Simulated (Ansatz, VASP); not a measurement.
Ni in VASP and in Ansatz

INCAR

```
SYSTEM = Ni
ALGO = Normal ; EDIFF = 1E-7
ENCUT = 520 ; GGA = PE
ISIF = 2 ; ISMEAR = -1
ISPIN = 2 ; LASPH = .True.
LCHARG = .True. ; LELF = .True.
LMAXMIX = 4 ; LORBIT = 11
LREAL = .False. ; LVHAR = .True.
LWAVE = .False. ; MAGMOM = 1
NBANDS = 15 ; NELM = 150
PREC = Accurate ; SIGMA = 0.05
```

Contents of KPOINTS:

```
k-points
0
Gamma
  13 13 13
  0 0 0
```

Contents of POSCAR:

```
Ni
1.0
   -1.3837154700      1.3837154700      1.3837154700
    1.3837154700     -1.3837154700      1.3837154700
    1.3837154700      1.3837154700     -1.3837154700
Ni
1
Direct
    0.0000000000      0.0000000000      0.0000000000
```

Contents of input.yaml:

```yaml
crystal:
  lattice:
    - [-1.38371547, 1.38371547, 1.38371547]
    - [1.38371547, -1.38371547, 1.38371547]
    - [1.38371547, 1.38371547, -1.38371547]
  atoms:
    - { symbol: Ni, position: [0.0, 0.0, 0.0], spin: 1.0 }
kpoints:
  mp_grid: { grid: [13, 13, 13] }
scf:
  occupations: { method: fermi_dirac, width: 0.05 }
hamiltonian:
  xc: pbe
  pseudopotentials: { kind: all_electron, lapw: { basis_error: 0.0005 } }
magnetization:
  spin_polarized: true
output:
  forces: true
  stress: true
  eigenvalues: true
```

Alike in both runs: task single point; functional PBE; k mesh 13 × 13 × 13; occupations fermi-dirac, width 0.05 eV; collinear spin.

|  | VASP | Ansatz |
| --- | --- | --- |
| version | VASP 6.6.1 | Ansatz 0.2.0 |
| potentials or method | VASP PAW PBE potentials, release 64 (Ni) | all-electron LAPW, scalar-relativistic |
| plane-wave cutoff (eV) | 520 | see its input |

```csv
,VASP,Ansatz,Ansatz less VASP
gap on the k mesh at the Fermi level (eV),none,none,-
pressure (GPa),7.6,7.8,+0.16
net moment per atom (μB),0.58,0.59,+0.012
size of the moment on the site where the two differ most (μB),0.58,0.61,+0.030
```

Site moments also hang on the region over which each program counts them. A gap of «none» marks a metal or a gap that the smearing closes. Ansatz ran all-electron here, so the differences hold the error of VASP's frozen core and of both bases.
